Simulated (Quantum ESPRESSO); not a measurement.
Te under changes of volume

One of the cells (33.925 Å³/atom); the others are scaled copies at fixed shape and fractional positions:

```
Te
1.0
     4.45400    0.00000    0.00000
    -2.22700    3.85728    0.00000
     0.00000    0.00000    5.92400
Te
3
Direct
  0.73100 0.73100 0.00000
  0.00000 0.26900 0.66667
  0.26900 0.00000 0.33333
```

```yaml
Program: Quantum ESPRESSO 7.5
Functional: r2SCAN
Potentials_or_basis: SG15 PBE 1.2
Cutoff: 952 eV
Density_cutoff: 3810 eV
k_mesh: 4 × 4 × 3
Occupations: fermi-dirac, width 0.05 eV
Spin: no spin polarisation
```

```csv
volume (Å³/atom),energy over the lowest point (meV/atom),pressure (GPa),gap on the mesh (eV)
31.890,?,?,?
32.568,13.92,2.8,0.98
33.247,4.55,1.6,0.98
33.925,0.07,0.5,0.97
34.604,0.00,-0.5,0.97
35.282,3.88,-1.4,0.96
35.961,11.30,-2.2,0.95
```

**Question.** What does the run at 31.890 Å³/atom give?

**Answer.** Energy over the lowest point 28.75 meV/atom; pressure 4.2 GPa; gap on the mesh 0.97 eV.

Worked out: A Birch-Murnaghan fit of order 3 (a polynomial in V^(-2/3)) to the other rows has its minimum at 34.27 Å³/atom with B0 = V·E''(V) = 50 GPa and B' = 4.4 at fixed shape and positions, which overstates the stiffness. It gives 28.74 meV/atom at 31.890 Å³/atom, against the run's 28.75, and -dE/dV = 4.2 GPa, against 4.2. A straight line through the other rows of the gap, of slope -0.302 eV per unit of ln V, extrapolates to 0.99 eV, against the run's 0.97.

Energies are extrapolated to zero smearing.

Caveats: the potentials were made for another functional, which shifts forces and pressure; spin-orbit coupling is left out, which moves the levels of the heavy elements; an odd mesh through Γ misses points on the zone boundary, where band edges often lie.
